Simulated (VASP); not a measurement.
Here is a VASP 6.6.1 calculation.

File INCAR:

```
SYSTEM = Sr
ALGO = Normal
EDIFF = 1E-6
ENCUT = 520
GGA = PE
ISIF = 2
ISMEAR = 0
LASPH = .True.
LCHARG = .False.
LREAL = .False.
LWAVE = .False.
NBANDS = 11
NELM = 100
PREC = Accurate
SIGMA = 0.1
```

The input KPOINTS:

```
k-points
0
Gamma
  6 6 6
  0 0 0
```

File POSCAR:

```
Sr
1.0
   -2.4250000000      2.4250000000      2.4250000000
    2.4250000000     -2.4250000000      2.4250000000
    2.4250000000      2.4250000000     -2.4250000000
Sr
1
Direct
    0.0000000000      0.0000000000      0.0000000000
```

Potentials or basis: VASP PAW PBE potentials, release 64 (Sr_sv).

Launch:

```bash
$ cat potpaw_PBE.64/Sr_sv/POTCAR > POTCAR
$ mpirun -np 1 vasp_std > vasp.out
```

**Question.** What does it give for the band gap on the k mesh?

**Answer.** None (metal or under the smearing width).

**Question.** What does it give for the pressure?

**Answer.** -0.7 GPa.
